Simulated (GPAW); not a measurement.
Runs of GPAW 26.7.0 on Cu. Symmetry: Fm-3m, No. 225, cubic system. The conventional cell has a = 3.615 Å, b = 3.615 Å, c = 3.615 Å, α = 90.00°, β = 90.00°, γ = 90.00°. Cu (site symmetry m-3m) is surrounded by 12 Cu at 2.56 Å. 

| task | level | potentials or basis | band path | band points | pressure (GPa) |
| --- | --- | --- | --- | --- | --- |
| band structure | PW91 | PAW data sets generated in the run's folder for this functional, pw | GXWKGLUWLK,UX | 100 | (a) |
| band structure | LDA | PAW data sets generated in the run's folder for this functional, pw | GXWKGLUWLK,UX | 100 | -11.5 |
| band structure | SCAN | GPAW PAW data sets (gpaw-data 1.2.1), pw | GXWKGLUWLK,UX | 80 | -5.7 |
| band structure | PBEint | PAW data sets generated in the run's folder for this functional, pw | GXWKGLUWLK,UX | 60 | -2.2 |

Alike in all rows: no spin polarisation; cell as given; k mesh 13 × 13 × 13; cutoff (eV) 600; smearing fermi-dirac 0.05 eV.

Estimate the missing entries.

(a) 2.9.

Caveats: with this Cu data set, volumes or pressures lay over 1.5 % or 2 GPa off other programs in two to four cells of ten; the PAW data sets were made with another functional, which shifts forces and pressure a little (some runs).
